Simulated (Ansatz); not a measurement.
# Rhodium, omega (AlB2-type) under PBEsol: structure, energy and stiffness

Aim: take rhodium in the omega (AlB2-type) structure, relax it, solve it on a dense k-mesh, then scale the cell to 7 volumes from 88 to 112 % of the relaxed one and try a fit of the equation of state. Spin polarisation is left out. The k-meshes are 9×9×12 for the relaxation; 11×11×16 for the dense run; 10×10×13 for the volumes.

Method: DFT PBEsol, plane waves (420 eV) with PAW, scalar-relativistic; the PAW data stem from PBE, with regenerated cores, in Ansatz 0.2.0.

### 1 Starting point

The structure is hexagonal, space group P6/mmm (No. 191). The conventional cell has a = 4.267 Å, b = 4.267 Å, c = 2.616 Å, α = 90.00°, β = 90.00°, γ = 120.00°. Rh (site symmetry 6/mmm) has 14 Rh at 2.62 to 2.79 Å as nearest neighbours. Rh (site symmetry -6m2) is surrounded by 11 Rh at 2.46 to 2.79 Å.

Coordinates:

```cif
data_structure
_symmetry_space_group_name_H-M 'P6/mmm'
_symmetry_Int_Tables_number 191
_cell_length_a 4.2674
_cell_length_b 4.2674
_cell_length_c 2.6159
_cell_angle_alpha 90.000
_cell_angle_beta 90.000
_cell_angle_gamma 120.000
_cell_volume 41.25
loop_
_atom_site_label
_atom_site_type_symbol
_atom_site_symmetry_multiplicity
_atom_site_Wyckoff_symbol
_atom_site_fract_x
_atom_site_fract_y
_atom_site_fract_z
_atom_site_occupancy
Rh1 Rh 1 a 0.00000 0.00000 0.00000 1
Rh2 Rh 2 d 0.33333 0.66667 0.50000 1
```

### 2 Relaxation of the cell

Input file input.yaml:

```yaml
crystal:
  lattice:
    - [4.2673781655, 0.0, 0.0]
    - [-2.1336890828, 3.6956578989, 0.0]
    - [0.0, 0.0, 2.6159028155]
  atoms:
    - { symbol: Rh, position: [0.0, 0.0, 0.0] }
    - { symbol: Rh, position: [0.3333333333, 0.6666666667, 0.5] }
    - { symbol: Rh, position: [0.6666666667, 0.3333333333, 0.5] }
hamiltonian:
  xc: pbesol
  pseudopotentials:
    kind: paw
    azcp:
      Rh: "pseudopotentials/Rh.paw.azcp"
basis:
  ecutwfc: 420
  fft_grid_basis: typed
kpoints:
  mp_grid: { grid: [9, 9, 12], shift: [0, 0, 0] }
magnetization:
  spin_polarized: false
scf:
  occupations: { method: fermi_dirac, width: 0.1 }
relax:
  max_steps: 60
  f_tol: 0.01
  cell: {}
output:
  write_density: true
  write_potential: true
  elf: true
  volumetric_format: npy
```

What it wrote:

```text
Warning: <dir> the record states the generating functional pbe (its physics header spells it `PBE`), which answers neither for hamiltonian.xc's functional nor for the pbesol family's — results may be inconsistent (PPs are generated against a specific XC)
Warning: RAYON_NUM_THREADS=2 ignored (pool sized by the plan → 2); use --threads N
Engine: ansatz 0.2.0, x86_64-unknown-linux-gnu
Pseudopotentials: kind: paw
Pseudopotential: Rh, paw, valence charge 17, recommended cutoff 420 eV (normal), <dir>
Functional definition: PBEsol
  exchange = pbesol_x
  correlation = pbesol_c
Crystal: 3 atoms, lattice volume = 41.255 Å³
Basis set: ecut = 420 eV, 795 PW (Γ), exchange–correlation on 60×60×36 points (8 copies of the dense FFT grid, shifted against one another)
Bands: 31, of which v1, the nominal top of the filled ones, is band 26 counted from 1 (25 counted from 0)
Symmetry: 24 space group operations
Space group: P6/mmm (ITA 191), of the structure as read, at distance tolerance 3.5e-5 Å
k-points: 84 of 972
Non-local potential: Rh, projectors of the file, l = 0: 3, l = 1: 2, l = 2: 2, l = 3: 1
PAW form: soft (Blöchl's): semilocal exchange-correlation on the pseudo side does not see the compensation charge
PAW frozen core: Rh, regenerated for the run's functional, and the local potential with it (the file was generated under x = pbe(κ = 0.804, μ = 0.2195149727645171), c = pbe(β = 0.06672455060314922))
PAW one-centre angular grid: Rh, 590 points (default); XC on 64 Gauss nodes
Initial density: superposition of atomic densities (neutral atoms: chi_scale 0, normalization atom), corrected by the library's trained network
Initial wavefunctions: pseudopotential atomic-orbital guess
Functional: x = pbesol(κ = 0.804, μ = 0.12345679012345678), c = pbesol(β = 0.046)
SCF iter   1: F=—  HF=-19015.585743 eV  |F-HF|=—  |Δ(HF+E_count)|=         —  Δρ=1.34e-2  dr2=4.97e-2  ethr=1.77e-3  ⟨swp⟩=5.2  Hψ=9167  notcnv=0
preconditioner: auto → none  [metal: Δε(μ)=0.011 eV  Ē_g=6.896 eV  σ=0.100 eV  W_gap=0.03  n_scr=8 (ndim 8)  ℏωp=30.0 eV  f_vac=0.000  D(μ)=5.44/eV (n_scr^D=70)  sad-step TF]
SCF iter   2: F=—  HF=-19015.579742 eV  |F-HF|=—  |Δ(HF+E_count)|=   6.00e-3  Δρ=7.30e-3  dr2=1.93e-2  ethr=9.74e-5  ⟨swp⟩=1.3  Hψ=3572  notcnv=0
SCF iter   3: F=—  HF=-19015.576016 eV  |F-HF|=—  |Δ(HF+E_count)|=   3.73e-3  Δρ=6.82e-4  dr2=2.75e-4  ethr=3.78e-5  ⟨swp⟩=2.0  Hψ=3410  notcnv=0
SCF iter   4: F=—  HF=-19015.576013 eV  |F-HF|=—  |Δ(HF+E_count)|=   2.52e-6  Δρ=4.96e-4  dr2=6.83e-5  ethr=5.39e-7  ⟨swp⟩=2.3  Hψ=4376  notcnv=0
SCF iter   5: F=—  HF=-19015.576001 eV  |F-HF|=—  |Δ(HF+E_count)|=   1.25e-5  Δρ=4.85e-5  dr2=6.28e-7  ethr=1.34e-7  ⟨swp⟩=2.2  Hψ=4328  notcnv=0
SCF iter   6: F=-19015.576001 eV  HF=-19015.576001 eV  |F-HF|=1.13e-8  |Δ(HF+E_count)|=   3.31e-8  Δρ=6.29e-6  dr2=1.35e-8  ethr=1.96e-10  ⟨swp⟩=7.4  Hψ=15613  notcnv=0
SCF 1 converged in 6 iterations: F = -19015.576001 eV  dr2 = 1.35e-8
relax step   1: F+E_penalty+E_count = -19015.57600062 eV  Δ(F+E_penalty+E_count) = +0.000e0 eV  max|allowed force component| = 1.735e-17 eV/Å  Δτ_max = 0.0000 Å  P = +2.895 GPa  Ω = 41.255 Å³  (6 SCF iters, dr2 threshold 1.00e-7 eV, accepted)
Crystal: 3 atoms, lattice volume = 42.038 Å³
Initial density: handed on by an earlier stage of this run
Initial wavefunctions: those handed on with the density
iter 1 solved again at ethr=2.25e-6 eV; its pass at ethr=3.10e-3 eV (dr2=1.15e-3 eV) is discarded
SCF iter   1: F=—  HF=-19015.577105 eV  |F-HF|=—  |Δ(HF+E_count)|=         —  Δρ=1.84e-3  dr2=1.32e-3  ethr=2.25e-6  ⟨swp⟩=1.9  Hψ=11603  notcnv=0
preconditioner: auto → none  [metal: Δε(μ)=0.014 eV  Ē_g=6.735 eV  σ=0.100 eV  W_gap=0.04  n_scr=8 (ndim 8)  ℏωp=29.8 eV  f_vac=0.000  D(μ)=5.69/eV (n_scr^D=70)]
SCF iter   2: F=—  HF=-19015.576824 eV  |F-HF|=—  |Δ(HF+E_count)|=   2.81e-4  Δρ=6.27e-4  dr2=7.73e-5  ethr=2.25e-6  ⟨swp⟩=2.0  Hψ=3642  notcnv=0
SCF iter   3: F=—  HF=-19015.576812 eV  |F-HF|=—  |Δ(HF+E_count)|=   1.21e-5  Δρ=2.19e-4  dr2=9.93e-6  ethr=1.52e-7  ⟨swp⟩=1.0  Hψ=2604  notcnv=0
iter 4 did not close the SCF: its close was put off for the readings that it lacked (scf_convergence_deferred on its scf_iter line)
SCF iter   4: F=-19015.576812 eV  HF=-19015.576812 eV  |F-HF|=8.04e-8  |Δ(HF+E_count)|=   5.81e-7  Δρ=1.76e-5  dr2=1.12e-7  ethr=1.95e-8  ⟨swp⟩=1.5  Hψ=3351  notcnv=0
iter 5 did not close the SCF: its close was put off for the readings that it lacked (scf_convergence_deferred on its scf_iter line)
SCF iter   5: F=-19015.576812 eV  HF=-19015.576812 eV  |F-HF|=3.80e-9  |Δ(HF+E_count)|=   1.85e-8  Δρ=6.29e-6  dr2=6.58e-9  ethr=2.19e-10  ⟨swp⟩=2.0  Hψ=3825  notcnv=0
SCF iter   6: F=-19015.576812 eV  HF=-19015.576812 eV  |F-HF|=1.64e-10  |Δ(HF+E_count)|=  3.82e-10  Δρ=1.16e-6  dr2=2.36e-10  ethr=1.29e-11  ⟨swp⟩=4.2  Hψ=14231  notcnv=0
SCF 2 converged in 6 iterations: F = -19015.576812 eV  dr2 = 2.36e-10
relax step   2: F+E_penalty+E_count = -19015.57681244 eV  Δ(F+E_penalty+E_count) = -8.118e-4 eV  max|allowed force component| = 1.793e-17 eV/Å  Δτ_max = 0.0000 Å  P = -2.264 GPa  Ω = 42.038 Å³  energy of the carried Pulay correction = -4.826e-4 eV  (6 SCF iters, dr2 threshold 3.00e-7 eV, accepted)
Crystal: 3 atoms, lattice volume = 41.690 Å³
iter 1 solved again at ethr=4.55e-7 eV; its pass at ethr=3.10e-3 eV (dr2=2.32e-4 eV) is discarded
SCF iter   1: F=—  HF=-19015.579617 eV  |F-HF|=—  |Δ(HF+E_count)|=         —  Δρ=8.16e-4  dr2=2.56e-4  ethr=4.55e-7  ⟨swp⟩=2.0  Hψ=11631  notcnv=0
preconditioner: auto → none  [metal: Δε(μ)=0.013 eV  Ē_g=6.802 eV  σ=0.100 eV  W_gap=0.03  n_scr=8 (ndim 8)  ℏωp=29.9 eV  f_vac=0.000  D(μ)=5.59/eV (n_scr^D=70)]
SCF iter   2: F=—  HF=-19015.579556 eV  |F-HF|=—  |Δ(HF+E_count)|=   6.14e-5  Δρ=2.77e-4  dr2=1.45e-5  ethr=4.55e-7  ⟨swp⟩=2.0  Hψ=3658  notcnv=0
SCF iter   3: F=—  HF=-19015.579555 eV  |F-HF|=—  |Δ(HF+E_count)|=   3.47e-7  Δρ=9.67e-5  dr2=1.92e-6  ethr=2.84e-8  ⟨swp⟩=1.0  Hψ=2604  notcnv=0
iter 4 did not close the SCF: its close was put off for the readings that it lacked (scf_convergence_deferred on its scf_iter line)
SCF iter   4: F=-19015.579555 eV  HF=-19015.579555 eV  |F-HF|=1.60e-8  |Δ(HF+E_count)|=   9.03e-8  Δρ=8.06e-6  dr2=2.31e-8  ethr=3.77e-9  ⟨swp⟩=1.6  Hψ=3139  notcnv=0
iter 5 did not close the SCF: its close was put off for the readings that it lacked (scf_convergence_deferred on its scf_iter line)
SCF iter   5: F=-19015.579555 eV  HF=-19015.579555 eV  |F-HF|=8.00e-10  |Δ(HF+E_count)|=   2.98e-9  Δρ=2.81e-6  dr2=1.35e-9  ethr=4.53e-11  ⟨swp⟩=2.2  Hψ=4351  notcnv=0
SCF iter   6: F=-19015.579555 eV  HF=-19015.579555 eV  |F-HF|=5.09e-11  |Δ(HF+E_count)|=  5.82e-11  Δρ=6.04e-7  dr2=7.23e-11  ethr=2.64e-12  ⟨swp⟩=4.0  Hψ=13263  notcnv=0
SCF 3 converged in 6 iterations: F = -19015.579555 eV  dr2 = 7.23e-11
relax step   3: F+E_penalty+E_count = -19015.57955541 eV  Δ(F+E_penalty+E_count) = -2.743e-3 eV  max|allowed force component| = 4.337e-17 eV/Å  Δτ_max = 0.0000 Å  P = -0.048 GPa  Ω = 41.690 Å³  energy of the carried Pulay correction = -2.697e-4 eV  (6 SCF iters, dr2 threshold 3.00e-7 eV, accepted)
Crystal: 3 atoms, lattice volume = 41.683 Å³
iter 1 solved again at ethr=2.08e-10 eV; its pass at ethr=3.10e-3 eV (dr2=1.06e-7 eV) is discarded
SCF iter   1: F=—  HF=-19015.579567 eV  |F-HF|=—  |Δ(HF+E_count)|=         —  Δρ=1.83e-5  dr2=1.19e-7  ethr=2.08e-10  ⟨swp⟩=2.1  Hψ=11334  notcnv=0
preconditioner: auto → none  [metal: Δε(μ)=0.012 eV  Ē_g=6.804 eV  σ=0.100 eV  W_gap=0.03  n_scr=8 (ndim 8)  ℏωp=29.9 eV  f_vac=0.000  D(μ)=5.60/eV (n_scr^D=70)]
iter 2 did not close the SCF: its close was put off for the readings that it lacked (scf_convergence_deferred on its scf_iter line)
SCF iter   2: F=-19015.579561 eV  HF=-19015.579561 eV  |F-HF|=1.19e-9  |Δ(HF+E_count)|=   5.34e-6  Δρ=6.09e-6  dr2=6.28e-9  ethr=2.08e-10  ⟨swp⟩=2.0  Hψ=3703  notcnv=0
iter 3 did not close the SCF: its close was put off for the readings that it lacked (scf_convergence_deferred on its scf_iter line)
SCF iter   3: F=-19015.579561 eV  HF=-19015.579561 eV  |F-HF|=1.24e-10  |Δ(HF+E_count)|=  9.46e-11  Δρ=2.19e-6  dr2=8.87e-10  ethr=1.23e-11  ⟨swp⟩=1.0  Hψ=2604  notcnv=0
iter 4 did not close the SCF: its close was put off for the readings that it lacked (scf_convergence_deferred on its scf_iter line)
SCF iter   4: F=-19015.579561 eV  HF=-19015.579561 eV  |F-HF|=7.28e-12  |Δ(HF+E_count)|=  5.82e-11  Δρ=2.04e-7  dr2=1.40e-11  ethr=1.74e-12  ⟨swp⟩=2.0  Hψ=3922  notcnv=0
iter 5 did not close the SCF: its close was put off for the readings that it lacked (scf_convergence_deferred on its scf_iter line)
SCF iter   5: F=-19015.579561 eV  HF=-19015.579561 eV  |F-HF|=7.28e-12  |Δ(HF+E_count)|=    0.00e0  Δρ=5.44e-8  dr2=6.39e-13  ethr=1.00e-12  ⟨swp⟩=1.0  Hψ=2604  notcnv=0
SCF iter   6: F=-19015.579561 eV  HF=-19015.579561 eV  |F-HF|=7.28e-12  |Δ(HF+E_count)|=    0.00e0  Δρ=9.47e-9  dr2=1.67e-14  ethr=1.00e-12  ⟨swp⟩=3.0  Hψ=9532  notcnv=0
SCF 4 converged in 6 iterations: F = -19015.579561 eV  dr2 = 1.67e-14
relax step   4: F+E_penalty+E_count = -19015.57956128 eV  Δ(F+E_penalty+E_count) = -5.864e-6 eV  max|allowed force component| = 6.168e-18 eV/Å  Δτ_max = 0.0000 Å  P = +0.001 GPa  Ω = 41.683 Å³  energy of the carried Pulay correction = -2.650e-4 eV  (6 SCF iters, accepted)
Initial wavefunctions: pseudopotential atomic-orbital guess (no wavefunctions were taken with the density)
iter 1 solved again at ethr=5.11e-8 eV; its pass at ethr=3.10e-3 eV (dr2=2.60e-5 eV) is discarded
SCF iter   1: F=—  HF=-19015.579830 eV  |F-HF|=—  |Δ(HF+E_count)|=         —  Δρ=2.79e-4  dr2=6.98e-7  ethr=5.11e-8  ⟨swp⟩=3.0  Hψ=15662  notcnv=0
SCF iter   2: F=—  HF=-19015.579830 eV  |F-HF|=—  |Δ(HF+E_count)|=   6.90e-7  Δρ=1.40e-4  dr2=1.71e-7  ethr=1.37e-9  ⟨swp⟩=1.0  Hψ=2604  notcnv=0
SCF iter   3: F=—  HF=-19015.579833 eV  |F-HF|=—  |Δ(HF+E_count)|=   2.56e-6  Δρ=5.12e-6  dr2=5.89e-9  ethr=3.36e-10  ⟨swp⟩=1.0  Hψ=2604  notcnv=0
SCF iter   4: F=—  HF=-19015.579833 eV  |F-HF|=—  |Δ(HF+E_count)|=  5.93e-10  Δρ=4.61e-7  dr2=3.14e-11  ethr=1.16e-11  ⟨swp⟩=2.4  Hψ=4433  notcnv=0
iter 5 did not close the SCF: its close was put off for the readings that it lacked (scf_convergence_deferred on its scf_iter line)
SCF iter   5: F=-19015.579833 eV  HF=-19015.579833 eV  |F-HF|=3.64e-12  |Δ(HF+E_count)|=    0.00e0  Δρ=1.01e-7  dr2=1.79e-12  ethr=1.00e-12  ⟨swp⟩=1.0  Hψ=2604  notcnv=0
iter 6 did not close the SCF: its close was put off for the readings that it lacked (scf_convergence_deferred on its scf_iter line)
SCF iter   6: F=-19015.579833 eV  HF=-19015.579833 eV  |F-HF|=0.00e0  |Δ(HF+E_count)|=  3.64e-12  Δρ=2.40e-8  dr2=9.43e-14  ethr=1.00e-12  ⟨swp⟩=1.0  Hψ=2604  notcnv=0
iter 7 did not close the SCF: its close was put off for the readings that it lacked (scf_convergence_deferred on its scf_iter line)
SCF iter   7: F=-19015.579833 eV  HF=-19015.579833 eV  |F-HF|=0.00e0  |Δ(HF+E_count)|=    0.00e0  Δρ=8.00e-9  dr2=1.29e-14  ethr=1.00e-12  ⟨swp⟩=1.0  Hψ=2604  notcnv=0
iter 8 did not close the SCF: its close was put off for the readings that it lacked (scf_convergence_deferred on its scf_iter line)
SCF iter   8: F=-19015.579833 eV  HF=-19015.579833 eV  |F-HF|=7.28e-12  |Δ(HF+E_count)|=    0.00e0  Δρ=1.57e-9  dr2=5.12e-16  ethr=1.00e-12  ⟨swp⟩=1.0  Hψ=2604  notcnv=0
SCF iter   9: F=-19015.579833 eV  HF=-19015.579833 eV  |F-HF|=0.00e0  |Δ(HF+E_count)|=    0.00e0  Δρ=2.20e-10  dr2=7.50e-18  ethr=1.00e-12  ⟨swp⟩=1.9  Hψ=6205  notcnv=0
SCF 5 converged in 9 iterations: F = -19015.579833 eV  dr2 = 7.50e-18
relax step   5: F+E_penalty+E_count = -19015.57983299 eV  Δ(F+E_penalty+E_count) = -2.717e-4 eV  max|allowed force component| = 5.204e-18 eV/Å  Δτ_max = 0.0000 Å  P = -0.000 GPa  Ω = 41.683 Å³  stress off target by 3.08e-3 GPa  SCF on the basis re-selected at this cell (its energy is not comparable with the rows above)  (9 SCF iters)
basis re-selected at this cell: Δ(F+E_penalty+E_count) = -2.717e-4 eV, ΔP = -0.001 GPa vs the last step (what re-selecting the basis moved, of the pressure what is left beyond the Pulay correction that the steps carried, after the strain that the cell walked since its last selection, with what the two solves' SCF thresholds leave and, on support functions, any second-order correction that the steps lacked; it is no measure of the basis error at this ecutwfc). This SCF's stress stands 3.08e-3 GPa from its target on what of the cell is left free (relax.cell.stress_tol is 5.00e-2 GPa) and its largest allowed force component is 5.20e-18 eV/Å (relax.f_tol is 1.00e-2 eV/Å): within both
SCF converged after 9 iterations
Free energy (F): -19015.579833 eV
Harris-Foulkes:  -19015.579833 eV  (|F-HF|=0.00e0)
Internal energy: -19015.397518 eV  (E = F + TS)
E sigma→0 (E₀):  -19015.488675 eV
Entropy (-TS):   -0.182315 eV (-60.772 meV/atom)
Fermi energy:    21.984127 eV
--- Per-component energies (eV) ---
  E_band       = -273.894479
  E_kinetic    = 1720.680370
  E_local      = -4758.634128  (includes V_loc(G=0)·N_el)
  E_nonlocal   = 1071.029840
  E_hartree    = 1671.280563
  E_xc         = -661.515782
  E_vxc        = -833.469736  (∫ρ·V_xc dr)
  E_paw        = -10572.266681  (= ΣΔE_a)
  E_vpaw       = -816.064510  (= ΣTr[D̂ρ^β])
  E_aug_tail   = 0.002560  (compensation charges beyond the density's cutoff)
  E_ewald      = -7486.802859
  E_core_change = 0.828599  (= ΣΔE_core)
  E_smearing   = -0.182315  (= −TS)
  E_closure    = 0.000000  (closes the sum)
  Σ components = -19015.579833   (vs F -19015.579833, Δ=0.00e0)
--- Forces (eV/Å), atoms counted from 1 ---
  atom   1  Rh     0.00000000     0.00000000     0.00000000
  atom   2  Rh     0.00000000     0.00000000     0.00000000
  atom   3  Rh    -0.00000000    -0.00000000     0.00000000
  max |Σ_I F_I| component: 1.73e-18 eV/Å
--- Stress (GPa, compression-positive) ---
        0.001103       0.000000      -0.000000
        0.000000       0.001103       0.000000
       -0.000000       0.000000      -0.003081
  P = ⅓ Tr σ = -0.0003 GPa (-0.003 kbar)
--- Band table (eV; the first three rows and the last of 84) ---
  k-point 0: bands = ["-56.8296", "-56.6592", "-56.5962", "-25.0369", "-25.0369", "-24.6466", "-24.6466", "-24.4053", "-24.2777", "-24.2777", "-24.2436", "-24.1884", "13.9781", "16.0534", "18.2916", "18.3111", "18.3111", "18.3258", "18.3258", "18.6732", "19.4561", "19.4561", "20.3090", "20.3090", "20.3791", "20.3791", "22.7790", "22.7790", "30.4643", "30.4643", "30.4670"]
  k-point 1: bands = ["-56.8255", "-56.6559", "-56.5934", "-25.0331", "-25.0331", "-24.6373", "-24.6373", "-24.4367", "-24.2808", "-24.2808", "-24.2808", "-24.2204", "14.1677", "16.2443", "18.1403", "18.1403", "18.1812", "18.1812", "18.5567", "18.8640", "19.3133", "19.3133", "20.3793", "20.3793", "20.5572", "20.5572", "22.6821", "22.6821", "30.6294", "30.6294", "30.6870"]
  k-point 2: bands = ["-56.8143", "-56.6470", "-56.5859", "-25.0225", "-25.0225", "-24.6105", "-24.6105", "-24.5212", "-24.3823", "-24.3073", "-24.2905", "-24.2905", "14.6968", "16.7709", "17.6641", "17.6641", "17.8181", "17.8181", "19.2125", "19.2125", "19.3208", "19.4418", "20.3264", "20.3264", "20.9725", "20.9725", "22.4828", "22.4828", "31.0504", "31.0504", "31.2269"]
  k-point 83: bands = ["-56.6895", "-56.6895", "-56.5551", "-25.1429", "-24.7800", "-24.7800", "-24.7312", "-24.6955", "-24.6955", "-24.3798", "-24.3798", "-24.3352", "15.7922", "17.1646", "17.2353", "17.2353", "17.7913", "17.7913", "18.7251", "18.7251", "19.7654", "19.7654", "20.5343", "22.4210", "22.7268", "23.1559", "23.1559", "24.5145", "27.3594", "27.3594", "30.3045"]
--- Relaxed structure (4 steps of the walk, 4 accepted, 1 SCFs on fresh bases) ---
  F+E_penalty+E_count = -19015.57983299 eV   max|allowed force component| = 5.204e-18 eV/Å   (the final SCF, on the basis selected at the relaxed cell)
  cell:  # Å, volume = 41.6828 Å³
    - [4.281487247070665, 2.8962953532782255e-11, 0.0]
    - [-2.140743623560415, 3.707876721927815, 0.0]
    - [0.0, 0.0, 2.6256488876613426]
  atoms:
    - { symbol: Rh, position: [3.469091338513521e-35, 1.2281914733658679e-35, 0.0] }
    - { symbol: Rh, position: [0.33333333333333326, 0.6666666666666666, 0.4999999999999999] }
    - { symbol: Rh, position: [0.6666666666666665, 0.3333333333333333, 0.4999999999999999] }
```

Run time: 7.4 s. Hardware: 2 threads of an x86-64 CPU, shared host; peak memory 0.52 GiB.

The steps of the relaxation:

| step | energy change (meV/atom) | largest force (eV/Å) | pressure (GPa) | volume (Å³/atom) |
| --- | --- | --- | --- | --- |
| 1 | 0.00 | 0.0000 | 2.89 | 13.752 |
| 2 | -0.27 | 0.0000 | -2.26 | 14.013 |
| 3 | -1.18 | 0.0000 | -0.05 | 13.897 |
| 4 | -1.19 | 0.0000 | 0.00 | 13.894 |
| 5 | -1.28 | 0.0000 | 0.00 | 13.894 |

Steps that repeat a cell are solved on a basis chosen anew, so their changes of energy are no gain of the relaxation.

Changes in the cell that was computed:

|  | before | after | change |
| --- | --- | --- | --- |
| a (Å) | 4.267 | 4.281 | +0.3 % |
| b (Å) | 4.267 | 4.281 | +0.3 % |
| c (Å) | 2.616 | 2.626 | +0.4 % |
| volume (Å³/atom) | 13.752 | 13.894 | +1.0 % |
| shortest distance (Å) | 2.464 | 2.472 | +0.3 % |
| space group (spins left aside) | P6/mmm | P6/mmm | same |

### 3 The energy on a finer k-mesh

Input file input.yaml:

```yaml
crystal:
  lattice:
    - [4.2814872471, 0.0, 0.0]
    - [-2.1407436236, 3.7078767219, 0.0]
    - [0.0, 0.0, 2.6256488877]
  atoms:
    - { symbol: Rh, position: [0.0, 0.0, 0.0] }
    - { symbol: Rh, position: [0.3333333333, 0.6666666667, 0.5] }
    - { symbol: Rh, position: [0.6666666667, 0.3333333333, 0.5] }
hamiltonian:
  xc: pbesol
  pseudopotentials:
    kind: paw
    azcp:
      Rh: "pseudopotentials/Rh.paw.azcp"
basis:
  ecutwfc: 420
  fft_grid_basis: typed
kpoints:
  mp_grid: { grid: [11, 11, 16], shift: [0, 0, 0] }
magnetization:
  spin_polarized: false
scf:
  occupations: { method: fermi_dirac, width: 0.1 }
```

What it wrote, shortened:

```text
Warning: <dir> the record states the generating functional pbe (its physics header spells it `PBE`), which answers neither for hamiltonian.xc's functional nor for the pbesol family's — results may be inconsistent (PPs are generated against a specific XC)
Warning: RAYON_NUM_THREADS=2 ignored (pool sized by the plan → 2); use --threads N
[...]
[... 3 set-up lines as earlier in the session ...]
[...]
Crystal: 3 atoms, lattice volume = 41.683 Å³
Basis set: ecut = 420 eV, 795 PW (Γ)
Bands: 31, of which v1, the nominal top of the filled ones, is band 26 counted from 1 (25 counted from 0)
[... 2 set-up lines as earlier in the session ...]
k-points: 144 of 1936
[...]
SCF iter   1: F=—  HF=-19015.594892 eV  |F-HF|=—  |Δ(HF+E_count)|=         —  Δρ=1.29e-2  dr2=4.98e-2  ethr=1.77e-3  ⟨swp⟩=5.2  Hψ=15696  notcnv=0
[...]
SCF iter   6: F=-19015.584994 eV  HF=-19015.584994 eV  |F-HF|=1.50e-8  |Δ(HF+E_count)|=   1.58e-8  Δρ=6.73e-6  dr2=1.75e-8  ethr=1.96e-10  ⟨swp⟩=2.1  Hψ=8829  notcnv=0
[...]
SCF converged after 6 iterations
Free energy (F): -19015.584994 eV
[...]
E sigma→0 (E₀):  -19015.495415 eV
Entropy (-TS):   -0.179158 eV (-59.719 meV/atom)
Fermi energy:    21.987593 eV
[...]
```

Run time: 1.9 s. Hardware: 2 threads of an x86-64 CPU, shared host; peak memory 0.52 GiB.

[end of part 1 of 2]
